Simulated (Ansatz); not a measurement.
**Bands of Sc**

```xyz
2
Lattice="0.0000 3.2297 3.2297 3.2297 0.0000 3.2297 3.2297 3.2297 0.0000" Properties=species:S:1:pos:R:3 pbc="T T T"
Sc    0.0000    0.0000    0.0000
Sc    1.6149    1.6149    1.6149
```

Atoms are numbered in the order listed.

Conventional cell: a = 6.459 Å, b = 6.459 Å, c = 6.459 Å, α = 90.00°, β = 90.00°, γ = 90.00°. Around Sc (atom 1) lie 4 Sc at 2.80 Å.

The structure comes from a relaxation in the same program, started in the diamond type, and has space group Fd-3m. Whether it is a known phase or the ground state wasn't checked.

All numbers below come from DFT, PBE, all-electron LAPW, scalar-relativistic in Ansatz 0.2.0.

The runs use a Γ-centred 10×10×10 k mesh, Fermi–Dirac smearing of 0.03 eV, basis error target 0.25 meV/atom, no spin polarisation.

Points in fractions of the reciprocal vectors of this cell: Γ (0, 0, 0), X (0.5, 0, 0.5), U (0.625, 0.25, 0.625), K (0.375, 0.375, 0.75), L (0.5, 0.5, 0.5), W (0.5, 0.25, 0.75). The path joins them by straight lines in the order Γ–X–U–K–Γ–L–W–X; legs that retrace an earlier one aren't tabulated. Energies are in eV from the Fermi level.

(1) Metal or insulator at this level of theory?

(2) Tabulate bands 8 to 13, counted from the lowest band of the run, along the path.

## Answers

(1) No gap opens: metallic or semimetallic.

(2) 
| k (1/Å) | point | band 8 | band 9 | band 10 | band 11 | band 12 | band 13 |
| --- | --- | --- | --- | --- | --- | --- | --- |
| 0.00 | Γ | -28.31 | -4.11 | -0.02 | -0.02 | 0.21 | 0.21 |
| 0.14 |  | -28.31 | -4.03 | -0.17 | 0.02 | 0.23 | 0.23 |
| 0.28 |  | -28.29 | -3.78 | -0.39 | 0.14 | 0.28 | 0.28 |
| 0.42 |  | -28.27 | -3.37 | -0.61 | 0.33 | 0.35 | 0.35 |
| 0.56 |  | -28.25 | -2.83 | -0.79 | 0.23 | 0.40 | 0.40 |
| 0.69 |  | -28.23 | -2.18 | -0.91 | -0.13 | 0.43 | 0.43 |
| 0.83 |  | -28.22 | -1.51 | -0.97 | -0.34 | 0.24 | 0.44 |
| 0.97 | X | -28.22 | -1.07 | -1.07 | -0.22 | -0.22 | 0.44 |
| 1.02 |  | -28.22 | -1.07 | -1.06 | -0.23 | -0.21 | 0.43 |
| 1.07 |  | -28.22 | -1.06 | -1.05 | -0.25 | -0.19 | 0.42 |
| 1.12 |  | -28.22 | -1.06 | -1.02 | -0.29 | -0.17 | 0.40 |
| 1.17 |  | -28.22 | -1.05 | -0.99 | -0.35 | -0.13 | 0.37 |
| 1.22 |  | -28.21 | -1.05 | -0.95 | -0.42 | -0.08 | 0.32 |
| 1.27 |  | -28.21 | -1.05 | -0.90 | -0.51 | -0.03 | 0.27 |
| 1.32 | U | -28.21 | -1.06 | -0.84 | -0.59 | 0.02 | 0.20 |
| 1.40 |  | -28.21 | -1.08 | -0.86 | -0.59 | 0.05 | 0.21 |
| 1.49 |  | -28.22 | -1.07 | -0.93 | -0.56 | 0.08 | 0.30 |
| 1.57 |  | -28.22 | -1.06 | -0.98 | -0.54 | 0.09 | 0.44 |
| 1.66 |  | -28.22 | -1.06 | -0.98 | -0.54 | 0.09 | 0.44 |
| 1.74 |  | -28.22 | -1.07 | -0.93 | -0.56 | 0.08 | 0.30 |
| 1.83 |  | -28.21 | -1.08 | -0.86 | -0.59 | 0.05 | 0.21 |
| 1.91 | K | -28.21 | -1.06 | -0.84 | -0.59 | 0.02 | 0.20 |
| 2.06 |  | -28.22 | -1.42 | -0.64 | -0.60 | -0.01 | 0.18 |
| 2.21 |  | -28.23 | -2.05 | -0.42 | -0.34 | -0.20 | 0.30 |
| 2.35 |  | -28.24 | -2.71 | -0.31 | -0.25 | 0.01 | 0.37 |
| 2.50 |  | -28.27 | -3.30 | -0.33 | -0.15 | 0.28 | 0.40 |
| 2.65 |  | -28.29 | -3.74 | -0.27 | -0.09 | 0.28 | 0.35 |
| 2.80 |  | -28.31 | -4.02 | -0.13 | -0.05 | 0.23 | 0.26 |
| 2.94 | Γ | -28.31 | -4.11 | -0.02 | -0.02 | 0.21 | 0.21 |
| 3.06 |  | -28.31 | -4.05 | -0.07 | -0.07 | 0.21 | 0.29 |
| 3.18 |  | -28.30 | -3.86 | -0.14 | -0.14 | 0.21 | 0.42 |
| 3.31 |  | -28.29 | -3.56 | -0.18 | -0.18 | 0.21 | 0.51 |
| 3.43 |  | -28.28 | -3.16 | -0.18 | -0.18 | 0.22 | 0.43 |
| 3.55 |  | -28.28 | -2.68 | -0.15 | -0.14 | -0.14 | 0.33 |
| 3.67 |  | -28.27 | -2.17 | -0.68 | -0.09 | -0.09 | 0.37 |
| 3.79 | L | -28.27 | -1.86 | -1.00 | -0.06 | -0.06 | 0.33 |
| 3.88 |  | -28.26 | -1.82 | -1.02 | -0.10 | -0.05 | 0.36 |
| 3.98 |  | -28.24 | -1.71 | -1.05 | -0.20 | -0.01 | 0.37 |
| 4.08 |  | -28.23 | -1.53 | -1.07 | -0.32 | 0.09 | 0.33 |
| 4.18 |  | -28.22 | -1.29 | -1.08 | -0.44 | 0.21 | 0.28 |
| 4.28 |  | -28.22 | -1.06 | -1.05 | -0.53 | 0.13 | 0.42 |
| 4.38 |  | -28.22 | -1.01 | -0.91 | -0.48 | -0.04 | 0.64 |
| 4.47 | W | -28.22 | -0.95 | -0.95 | -0.26 | -0.26 | 0.82 |
| 4.54 |  | -28.22 | -0.95 | -0.95 | -0.26 | -0.26 | 0.74 |
| 4.61 |  | -28.22 | -0.97 | -0.97 | -0.25 | -0.25 | 0.64 |
| 4.68 |  | -28.22 | -1.00 | -1.00 | -0.25 | -0.25 | 0.57 |
| 4.75 |  | -28.22 | -1.02 | -1.02 | -0.23 | -0.23 | 0.51 |
| 4.82 |  | -28.22 | -1.05 | -1.05 | -0.23 | -0.23 | 0.47 |
| 4.89 |  | -28.22 | -1.06 | -1.06 | -0.22 | -0.22 | 0.45 |
| 4.96 | X | -28.22 | -1.07 | -1.07 | -0.22 | -0.22 | 0.44 |
